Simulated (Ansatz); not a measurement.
SiO2 (started from an entry of an open crystallographic database), relaxed with r2SCAN in the PAW code Ansatz: space group I-42d (No. 122), tetragonal; a = 4.944 Å, c = 7.316 Å in the conventional setting, 14.90 Å³ an atom. Si has 4 O at 1.61 Å; O has 2 Si at 1.61 Å. The primitive cell holds 6 atoms in 89.41 Å³. Calculated for a static, non-magnetic cell.

Computed values: PBE gives a gap of 5.94 eV and PBE0 (25 % exact exchange) 8.49 eV; one over PBE's mean ε∞ is 0.449. HSE06 (4×4×4) gives a least gap of 7.72 eV, direct. PBEsol's static dielectric constant, on its own cell and averaged over directions, is 3.9.

Task: What is the density?

Result: The cell holds 2 Si, 4 O: M = 2×28.085 + 4×15.999 = 120.17 u in V = 89.41 Å³. ρ = 1.66054 × M/V = 1.66054 × 120.17/89.41 = 2.232 g/cm³, for the static r2SCAN lattice.

Task: Taking the gap as linear in the share of unscreened exchange, estimate the gap of the hybrid whose share is 1/ε∞.

Result: The slope is (8.49 − 5.94)/0.25 = 10.20 eV per unit share, so E_g ≈ 5.94 + 10.20 × 0.449 = 10.52 eV. The run with that share gives 10.56 eV (4×4×4 mesh), +0.04 eV from the straight line.

Task: At what wavelength does absorption set in by HSE06, excitons left aside?

Result: λ = 1239.84 eV nm/E: 161 nm for the least gap. That lies in the ultraviolet, so by this gap the crystal is transparent to visible light.

Task: As a gate dielectric 3 nm thick, what equivalent oxide thickness and capacitance would it have, with 3.9 for amorphous SiO₂?

Result: EOT = t × 3.9/κ = 3 × 3.9/3.9 = 3.00 nm; C/A = ε₀κ/t = 8.854 × 3.9/3 = 11.5 fF/µm². This takes the ideal crystal's mean κ, without interface layers.

The meshes of the hybrids are coarse, so their gaps aren't converged to the digits shown.
